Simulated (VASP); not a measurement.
# CdTe (F-43m) in VASP: a series of runs, part 3 of 3

VASP 6.6.1. Earlier steps stand in the parts before.

## (4) Band structure, TB-mBJ

POSCAR reads:

```
CdTe
1.0
    0.0000000000      3.2476700000      3.2476700000
    3.2476700000      0.0000000000      3.2476700000
    3.2476700000      3.2476700000      0.0000000000
Cd Te
1 1
Direct
    0.0000000000      0.0000000000      0.0000000000
    0.7500000000      0.7500000000      0.7500000000
```

INCAR.step1 reads:

```
SYSTEM = CdTe
  ALGO = Normal
  EDIFF = 1E-5
  ENCUT = 520
  GGA = PE
  ISIF = 2
  ISMEAR = 0
  LASPH = .TRUE.
  LCHARG = .FALSE.
  LREAL = .FALSE.
  LWAVE = .TRUE.
  NELM = 100
  PREC = Accurate
  SIGMA = 0.02
```

INCAR.step2 reads:

```
SYSTEM = CdTe
  ALGO = Normal
  EDIFF = 1E-7
  ENCUT = 520
  ISIF = 2
  ISMEAR = 0
  ISTART = 1
  LASPH = .TRUE.
  LCHARG = .FALSE.
  LREAL = .FALSE.
  LWAVE = .FALSE.
  METAGGA = MBJ
  NELM = 100
  PREC = Accurate
  SIGMA = 0.02
```

KPOINTS reads:

```
k-points
0
G
  10 10 10
  0 0 0
```

KPOINTS_OPT reads:

```
path GXWKGLUWLK,UX
20
line-mode
reciprocal
 0.0000000000  0.0000000000  0.0000000000  G
 0.5000000000  0.0000000000  0.5000000000  X

 0.5000000000  0.0000000000  0.5000000000  X
 0.5000000000  0.2500000000  0.7500000000  W

 0.5000000000  0.2500000000  0.7500000000  W
 0.3750000000  0.3750000000  0.7500000000  K

 0.3750000000  0.3750000000  0.7500000000  K
 0.0000000000  0.0000000000  0.0000000000  G

 0.0000000000  0.0000000000  0.0000000000  G
 0.5000000000  0.5000000000  0.5000000000  L

 0.5000000000  0.5000000000  0.5000000000  L
 0.6250000000  0.2500000000  0.6250000000  U

 0.6250000000  0.2500000000  0.6250000000  U
 0.5000000000  0.2500000000  0.7500000000  W

 0.5000000000  0.2500000000  0.7500000000  W
 0.5000000000  0.5000000000  0.5000000000  L

 0.5000000000  0.5000000000  0.5000000000  L
 0.3750000000  0.3750000000  0.7500000000  K

 0.6250000000  0.2500000000  0.6250000000  U
 0.5000000000  0.0000000000  0.5000000000  X
```

Potentials or basis: VASP PAW PBE potentials, release 64 (Cd, Te).

Run with:

```
cat potpaw_PBE.64/Cd/POTCAR potpaw_PBE.64/Te/POTCAR > POTCAR
cp INCAR.step1 INCAR
mpirun -np 1 vasp_std > vasp.out
cp INCAR.step2 INCAR
mpirun -np 1 vasp_std > vasp.out
```

OUTCAR:

```text
SYSTEM = CdTe
   EDIFF = 1E-7
   ENCUT = 520
   ISIF = 2
   ISMEAR = 0
   ISTART = 1
   LASPH = .TRUE.
   LREAL = .FALSE.
   METAGGA = MBJ
   NELM = 100
   PREC = Accurate

 ion  position               nearest neighbor table
   1  0.000  0.000  0.000-   2 2.81   2 2.81   2 2.81   2 2.81
   2  0.750  0.750  0.750-   1 2.81   1 2.81   1 2.81   1 2.81

  LATTYP: Found a face centered cubic cell.
 ALAT       =     6.4953400000

  Lattice vectors:

 A1 = (   0.0000000000,   3.2476700000,   3.2476700000)
 A2 = (   3.2476700000,   0.0000000000,   3.2476700000)
 A3 = (   3.2476700000,   3.2476700000,   0.0000000000)

Analysis of symmetry for initial positions (statically):
=====================================================================
 Subroutine PRICEL returns:
 Original cell was already a primitive cell.

 Routine SETGRP: Setting up the symmetry group for a
 face centered cubic supercell.

 Subroutine GETGRP returns: Found 24 space group operations
 (whereof 24 operations were pure point group operations)
 out of a pool of 48 trial point group operations.

The static configuration has the point symmetry T_d .

Analysis of symmetry for dynamics (positions and initial velocities):
=====================================================================
 Subroutine PRICEL returns:
 Original cell was already a primitive cell.

 Routine SETGRP: Setting up the symmetry group for a
 face centered cubic supercell.

 Subroutine GETGRP returns: Found 24 space group operations
 (whereof 24 operations were pure point group operations)
 out of a pool of 48 trial point group operations.

The dynamic configuration has the point symmetry T_d .

 Subroutine INISYM returns: Found 24 space group operations
 (whereof 24 operations are pure point group operations),
 and found     1 'primitive' translations

----------------------------------------------------------------------------------------

                                     Primitive cell

  volume of cell :      68.5087

  direct lattice vectors                    reciprocal lattice vectors
     0.000000000  3.247670000  3.247670000    -0.153956529  0.153956529  0.153956529
     3.247670000  0.000000000  3.247670000     0.153956529 -0.153956529  0.153956529
     3.247670000  3.247670000  0.000000000     0.153956529  0.153956529 -0.153956529

  length of vectors
     4.592898960  4.592898960  4.592898960     0.266660530  0.266660530  0.266660530

  position of ions in fractional coordinates (direct lattice)
     0.000000000  0.000000000  0.000000000
     0.750000000  0.750000000  0.750000000

  ion indices of the primitive-cell ions
   primitive index   ion index
                 1           1
                 2           2

----------------------------------------------------------------------------------------

 KPOINTS: k-points

Automatic generation of k-mesh.
 Grid dimensions read from file:
 generate k-points for:   10   10   10

 Generating k-lattice:

  Cartesian coordinates                     Fractional coordinates (reciprocal lattice)
    -0.015395653  0.015395653  0.015395653     0.100000000  0.000000000  0.000000000
     0.015395653 -0.015395653  0.015395653     0.000000000  0.100000000  0.000000000
     0.015395653  0.015395653 -0.015395653     0.000000000  0.000000000  0.100000000

  Length of vectors
     0.026666053  0.026666053  0.026666053

  Shift w.r.t. Gamma in fractional coordinates (k-lattice)
     0.000000000  0.000000000  0.000000000

 Subroutine IBZKPT returns following result:
 ===========================================

 Found     47 irreducible k-points:

 Following reciprocal coordinates:
            Coordinates               Weight
  0.000000  0.000000  0.000000      1.000000
  0.100000  0.000000  0.000000      8.000000
  0.200000  0.000000  0.000000      8.000000
  0.300000  0.000000  0.000000      8.000000
  0.400000  0.000000  0.000000      8.000000
  0.500000  0.000000  0.000000      4.000000
[... 16 lines left out ...]
  0.300000  0.300000  0.000000      6.000000
  0.400000  0.300000  0.000000     24.000000
 [... further k-points ...]
   k-points           NKPTS =     47   k-points in BZ     NKDIM =     47   number of bands    NBANDS=     13
   number of dos      NEDOS =    301   number of ions     NIONS =      2
   total plane-waves  NPLWV =  46656
   dimension x,y,z NGX =    36 NGY =   36 NGZ =   36
   dimension x,y,z NGXF=    72 NGYF=   72 NGZF=   72
   ions per type =               1   1
   NGX,Y,Z   is equivalent  to a cutoff of  13.03, 13.03, 13.03 a.u.
   NGXF,Y,Z  is equivalent  to a cutoff of  26.06, 26.06, 26.06 a.u.
 SYSTEM =  CdTe
   PREC   = accura    normal or accurate (medium, high low for compatibility)
   ISTART =      1    job   : 0-new  1-cont  2-samecut
   ICHARG =      0    charge: 1-file 2-atom 10-const
   ISPIN  =      1    spin polarized calculation?
   LNONCOLLINEAR =      F non collinear calculations
   LSORBIT =      F    spin-orbit coupling
   LASPH  =      T    aspherical Exc in radial PAW
   ENCUT  =  520.0 eV  38.22 Ry    6.18 a.u.   8.54  8.54  8.54*2*pi/ulx,y,z
   NELM   =    100;   NELMIN=  2; NELMDL=  0     # of ELM steps
   EDIFF  = 0.1E-06   stopping-criterion for ELM
   LREAL  =      F    real-space projection
   EDIFFG = 0.1E-05   stopping-criterion for IOM
   NSW    =      0    number of steps for IOM
   IBRION =     -1    ionic relax: 0-MD 1-quasi-New 2-CG
   NFREE  =      0    steps in history (QN), initial steepest desc. (CG)
   ISIF   =      2    stress and relaxation
   ISYM   =      2    0-nonsym 1-usesym 2-fastsym
   POTIM  = 0.5000    time-step for ionic-motion
   TEBEG  =    0.0;   TEEND  =   0.0 temperature during run
   PSTRESS=    0.0 pullay stress
   NELECT =      18.0000    total number of electrons
   NUPDOWN=      -1.0000    fix difference up-down
   EMIN   =  10.00;   EMAX   =-10.00  energy-range for DOS
   EFERMI =   0.00;   METHOD = LEGACY
   ISMEAR =     0;   SIGMA  =   0.02  broadening in eV -4-tet -1-fermi 0-gaus
   EFERMI_NEDOS =   21; number of points for ismear=-14 and -15
   IALGO  =     38    algorithm
   IMIX   =      4    mixing-type and parameters
     AMIX     =   0.40;   BMIX     =  1.00
     AMIX_MAG =   1.60;   BMIX_MAG =  1.00
  volume/ion in A,a.u.               =      34.25       231.16
  Fermi-wavevector in a.u.,A,eV,Ry     =   1.048537  1.981448 14.958652  1.099430
  Thomas-Fermi vector in A             =   2.183463
   LORBIT       =      0    0 simple, 1 ext, 2 COOP (PROOUT), +10 PAW based schemes
   METAGGA = MBJ    functional components
   LHFCALC =     F    Hartree Fock is set to
   AEXX    =    0.0000 exact exchange contribution
   IVDW    =     0    specifies the selected vdW correction
   LEPSILON=     F    determine dielectric tensor
   LRPA    =     F    only Hartree local field effects (RPA)
 non-spin polarized calculation
 Gauss-broadening in eV      SIGMA  =   0.02
  energy-cutoff  :      520.00
  volume of cell :       68.51
 maximum number of plane-waves:      1863
 NGX is ok and might be reduce to    36
   NGX = 17   NGY = 17   NGZ = 17

 number of electron      17.9999998 magnetization

 Free energy of the ion-electron system (eV)
  ---------------------------------------------------
  ext. energy  EPLUGINS =         0.00000000
  ---------------------------------------------------
  free energy    TOTEN  =       593.47268705 eV

  energy without entropy =      593.47268705  energy(sigma->0) =      593.47268705

 E-fermi :   2.4602     XC(G=0):  -7.5171

 val. band max:        2.3650554921   @ k =   0.0000   0.0000   0.0000
 cond. band min:       4.1665068368   @ k =   0.0000   0.0000   0.0000
 fundamental gap:      1.8014513447
 Fermi energy:         2.4602343849

 k-point     1 :       0.0000    0.0000    0.0000
  band No.  band energies     occupation
      1      -8.4921      2.00000
      2      -5.9369      2.00000
      3      -5.9369      2.00000
      4      -5.9368      2.00000
      5      -5.6727      2.00000
      6      -5.6727      2.00000
      7       2.3650      2.00000
      8       2.3650      2.00000
      9       2.3651      2.00000
     10       4.1665      0.00000
     11       7.5485      0.00000
     12       7.5485      0.00000
     13       7.5492      0.00000
[... 353 lines left out ...]
 k-point    24 :       0.4000    0.3000    0.0000
  band No.  band energies     occupation
      1      -8.1552      2.00000
      2      -5.8291      2.00000
      3      -5.8240      2.00000
      4      -5.7370      2.00000
      5      -5.6514      2.00000
      6      -5.3789      2.00000
      7      -0.8971      2.00000
      8       0.8579      2.00000
      9       1.0066      2.00000
     10       5.8716      0.00000
     11       6.4009      0.00000
     12       9.7039      0.00000
     13      10.3096      0.00000

 [... further k-points ...]
[... 5 lines left out ...]
  --------------------------------------------------------------------------------------
  -------------------------------------------------------------------------------------
  Total      -15.0689673    -15.0689673    -15.0689673      0.0000000      0.0000000     -0.0000000
  in kB     -352.4101415   -352.4101415   -352.4101415      0.0000000      0.0000000     -0.0000000
  external PRESSURE =    -352.4101415 kB  Pullay stress =       0.0000000 kB

 VOLUME and BASIS-vectors are now :
 -----------------------------------------------------------------------------
  energy-cutoff  :      520.00
  volume of cell :       68.51
      direct lattice vectors                 reciprocal lattice vectors
     0.000000000  3.247670000  3.247670000    -0.153956529  0.153956529  0.153956529
     3.247670000  0.000000000  3.247670000     0.153956529 -0.153956529  0.153956529
     3.247670000  3.247670000  0.000000000     0.153956529  0.153956529 -0.153956529

 POSITION                                       TOTAL-FORCE (eV/Angst)
 -----------------------------------------------------------------------------------
      0.00000      0.00000      0.00000        -0.000000     -0.000000     -0.000000
      4.87150      4.87150      4.87150         0.000000      0.000000      0.000000
 -----------------------------------------------------------------------------------
    total drift:                               -0.000012     -0.000012     -0.000013

  FREE ENERGIE OF THE ION-ELECTRON SYSTEM (eV)
  ---------------------------------------------------
  free  energy   TOTEN  =       593.4726870474 eV

  energy  without entropy=      593.4726870474  energy(sigma->0) =      593.47268705
```

Run time: 2.2 min. Hardware: 1 thread of Intel Xeon Platinum 8488C (Sapphire Rapids), shared host; peak memory 0.25 GiB.

Results:

```
Band gap on the k mesh  : 1.80 eV, direct
Band gap along the path : 1.80 eV, direct
```

Levels at the corners of the path, in eV from the valence-band top:
```csv
point,band 7,band 8,band 9,band 10,band 11,band 12
Γ,0.00,0.00,0.00,1.80,5.18,5.18
X,-3.86,-1.68,-1.68,3.30,3.36,9.59
X,-3.86,-1.68,-1.68,3.30,3.36,9.60
W,-3.72,-2.09,-1.94,4.76,5.23,6.29
W,-3.72,-2.09,-1.94,4.76,5.23,6.29
K,-3.75,-2.28,-1.38,3.57,5.08,7.93
K,-3.75,-2.28,-1.38,3.57,5.08,7.93
Γ,0.00,0.00,0.00,1.80,5.18,5.18
Γ,0.00,0.00,0.00,1.80,5.18,5.18
L,-3.98,-0.69,-0.69,2.63,5.69,5.69
L,-3.98,-0.69,-0.69,2.63,5.69,5.69
U,-3.75,-2.28,-1.38,3.57,5.08,7.93
U,-3.75,-2.28,-1.38,3.57,5.08,7.93
W,-3.72,-2.09,-1.94,4.76,5.23,6.29
W,-3.72,-2.09,-1.94,4.76,5.23,6.29
L,-3.98,-0.69,-0.69,2.63,5.69,5.69
L,-3.98,-0.69,-0.69,2.63,5.69,5.69
K,-3.75,-2.28,-1.38,3.57,5.08,7.93
U,-3.75,-2.28,-1.38,3.57,5.08,7.93
X,-3.86,-1.68,-1.68,3.30,3.36,9.59
```

Caveat: the PAW data sets were made with another functional, which shifts forces and pressure a little; spin-orbit coupling is left out, which moves the levels of the heavy elements.

## (5) Overview

| level | gap on the mesh (eV) |
| --- | --- |
| PBEsol | 0.64 |
| r2SCAN | 1.25 |
| TB-mBJ | 1.80 |

Alike in all rows: task band structure; potentials or basis VASP PAW PBE potentials, release 64 (Cd, Te); no spin polarisation; cell as given; k mesh 10 × 10 × 10; cutoff (eV) 520; smearing gaussian 0.02 eV.

On the cell as given the gap runs from 0.64 eV (PBEsol) to 1.80 eV (TB-mBJ).

Caveats: the PAW data sets were made with another functional, which shifts forces and pressure a little; spin-orbit coupling is left out, which moves the levels of the heavy elements.

Absolute energies hang on the potentials; compare differences alone.

## (6) How close it comes

Step 2. A measured gap of CdTe is 1.607 eV (0 K; a printed reference work, data compilation); the calculated 0.64 eV misses it by -0.96 eV. Spin-orbit coupling on Cd, Te is left out. The value is that of PBEsol, without temperature or zero-point motion. Semilocal functionals fall short of measured gaps as a rule. The cell is a database's relaxed one, not the measured one, which moves gaps too.

Step 3. Against the measured gap of CdTe, 1.607 eV (0 K; a printed reference work, data compilation), the calculated 1.25 eV is off by -0.36 eV. Spin-orbit coupling on Cd, Te is left out. The value is that of r2SCAN, without temperature or zero-point motion. The cell is a database's relaxed one, not the measured one, which moves gaps too.

Step 4. A measured gap of CdTe is 1.607 eV (0 K; a printed reference work, data compilation); the calculated 1.80 eV misses it by +0.19 eV. Spin-orbit coupling on Cd, Te is left out. The value is that of TB-mBJ, without temperature or zero-point motion. The cell is a database's relaxed one, not the measured one, which moves gaps too.
